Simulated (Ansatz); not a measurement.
## ScAl₃ films: biaxial stress and wafer bow

Plane-wave DFT in Ansatz, r2SCAN, scalar-relativistic PAW potentials, cutoff 500 eV, no spin-orbit coupling; no spin polarisation. ScAl₃ in space group Pm-3m, which needn't be the usual phase of this composition, strained equally along a and b of the conventional cell, with c and the atoms relaxed within the symmetry (a film with c along the normal). Stress is the in-plane mean, tension positive.

```tsv
strain (%)	stress (GPa)	E − E(0) (meV/atom)
-6.0	-17.76	102.1
-4.0	-10.88	43.3
-2.0	?	10.3
+0.0	-0.05	0.0
+2.0	4.06	9.0
+4.0	7.28	33.8
+6.0	9.76	71.4
```

Fit the stress, get the biaxial modulus and predict the missing row.

A parabola through the given rows is σ = -0.06 + 2.286 ε -0.1095 ε² GPa (ε in %), so M = dσ/dε = 229 GPa at zero. It predicts -5.07 GPa at -2.0 %; the run gave -4.99 GPa. The miss is 0.08 GPa, so the fit holds. The negative square term means that the film is stiffer in compression than in tension. The energies check it: E/V = Mε² at small strain, and a cubic fit with V = 17.05 Å³/atom gives M = 226 GPa, in agreement.

How much does a 50 nm film at +0.5 % strain bow a 300 mm Si(001) wafer 775 μm thick?

The fit, without its small constant, gives σ = 1.12 GPa. Stoney's formula, κ = 6σt_f/(M_s t_s²) with M_s = 180.5 GPa for Si(001) (literature), gives |κ| = 3.10×10⁻³ m⁻¹ and a bow κr²/2 = 34.9 μm at r = 150 mm, with the film side concave (tension pulls the edges up). This assumes a single-crystal or fully textured, unrelaxed film at 0 K.

The cell has no gap in any row, so the stresses hang on mesh and smearing.

Cost: about 28 core-minutes for the runs cited, on Intel Xeon Processor @ 2.50GHz (Skylake/Cascade Lake) (shared hosts).